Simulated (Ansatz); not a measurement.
This script for Ansatz 0.2.0 through its Python package starts 4 runs on CuI, space group P4/nmm. What input does the engine get in each?

`cui_ecut.py`
```python
import ansatz as az
import numpy as np
from tabulate import tabulate

vectors = np.array([
    [4.0229, 0.0, 0.0],
    [0.0, 4.0229, 0.0],
    [0.0, 0.0, 5.6506],
])
cell = (
    az.Lattice.of(vectors)
    .atom("Cu", [0.0, 0.0, 0.0])
    .atom("Cu", [0.5, 0.5, 0.0])
    .atom("I", [0.0, 0.5, 0.2913])
    .atom("I", [0.5, 0.0, 0.7087])
)

setup = cell.calculation()
setup = setup.functional("pbesol")
setup = setup.occupations("Fermi-Dirac", width=10 * az.meV).kpoints(6, 6, 4)

rows = []
for value in [250, 300, 350, 400]:
    rep = setup.basis(value).run(threads=1, backend="cpu").report
    rows.append((value, rep["free_energy_ev"] / len(rep["lattice"]["sites"]), rep["n_iterations"], rep["n_pw"]))

print(tabulate(rows, headers=["cutoff (eV)", "F/atom (eV)", "iterations", "plane waves"], floatfmt=".4f", tablefmt="plain"))

for row in rows[:-1]:
    shift = 1000 * (row[1] - rows[-1][1])
    print(f"{row[0]}: {shift:+.2f} meV/atom" + ("  (within 2 meV)" if abs(shift) < 2 else ""))
```

Run 1:
```yaml
crystal:
  lattice:
    - [4.0229, 0.0, 0.0]
    - [0.0, 4.0229, 0.0]
    - [0.0, 0.0, 5.6506]
  atoms:
    - { symbol: Cu, position: [0.0, 0.0, 0.0] }
    - { symbol: Cu, position: [0.5, 0.5, 0.0] }
    - { symbol: I, position: [0.0, 0.5, 0.2913] }
    - { symbol: I, position: [0.5, 0.0, 0.7087] }
basis:
  ecutwfc: 250.0
kpoints:
  mp_grid:
    grid: [6, 6, 4]
hamiltonian:
  xc: pbesol
scf:
  occupations:
    method: fermi_dirac
    width: 0.01
```

Run 2, against run 1:
```diff
-  ecutwfc: 250.0
+  ecutwfc: 300.0
```

Run 3, against run 1:
```diff
-  ecutwfc: 250.0
+  ecutwfc: 350.0
```

Run 4, against run 1:
```diff
-  ecutwfc: 250.0
+  ecutwfc: 400.0
```

```console
$ python cui_ecut.py
DeckWarning: basis.ecutwfc = 250 eV is below the records' recommended 420 eV, and the density's cutoff is lower with it unless basis.ecutrho_ratio is high enough to keep the records' density cutoff: compare with a run at a higher cutoff
DeckWarning: basis.ecutwfc = 300 eV is below the records' recommended 420 eV, and the density's cutoff is lower with it unless basis.ecutrho_ratio is high enough to keep the records' density cutoff: compare with a run at a higher cutoff
DeckWarning: basis.ecutwfc = 350 eV is below the records' recommended 420 eV, and the density's cutoff is lower with it unless basis.ecutrho_ratio is high enough to keep the records' density cutoff: compare with a run at a higher cutoff
DeckWarning: basis.ecutwfc = 400 eV is below the records' recommended 420 eV, and the density's cutoff is lower with it unless basis.ecutrho_ratio is high enough to keep the records' density cutoff: compare with a run at a higher cutoff
  cutoff (eV)    F/atom (eV)    iterations    plane waves
          250     -7008.9711             9            823
          300     -7010.4586             8           1059
          350     -7010.6096             8           1353
          400     -7010.6162             8           1683
250: +1645.09 meV/atom
300: +157.58 meV/atom
350: +6.60 meV/atom
```
(Warnings from the package without file and line.)

Notes:
- No spin polarisation was allowed.
- Without a Hubbard U or exact exchange, semilocal functionals often make such 3d compounds metallic or too weakly gapped.
- The starting cell is as deposited in a crystallographic database; the results hold for this polymorph, which needn't be the stable one.
- Shifts are counted from the last row, which is itself no proven limit.
- Finished in 11 s on 1 thread of Intel(R) Xeon(R) Processor @ 2.30GHz, on a shared host, peak memory 0.58 GiB.
